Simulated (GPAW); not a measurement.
The system is GaN.

```
CELL_PARAMETERS angstrom
3.18000 0.00000 0.00000
-1.59000 2.75396 0.00000
0.00000 0.00000 5.16600
ATOMIC_POSITIONS crystal
Ga 0.66667 0.33333 0.50000
Ga 0.33333 0.66667 0.00000
N 0.66667 0.33333 0.87500
N 0.33333 0.66667 0.37500
```

Base run:

| Quantity | Value |
| --- | --- |
| Program | GPAW 26.7.0 |
| Functional | LDA |
| Potentials or basis | the program's PAW data sets (release 1.2.1) made for this functional |
| Cutoff | 800 eV |
| Basis | pw |
| k mesh | 10 × 10 × 5 |
| Occupations | fermi-dirac, width 0.05 eV |
| Spin | no spin polarisation |

Its results: band gap on the k mesh 2.12 eV, direct; pressure 3.3 GPa; largest force 0.169 eV/Å.

Task: The run is repeated on the same cell with these changes: cutoff from 800 eV to 650 eV; k mesh from 10 × 10 × 5 to 8 × 8 × 4. What comes out?

Result: Band gap on the k mesh 2.11 eV, direct; pressure 0.1 GPa; largest force 0.169 eV/Å.

Caveats: the cutoff is short for stress and forces, so pressures can be off by a GPa or more (some runs).
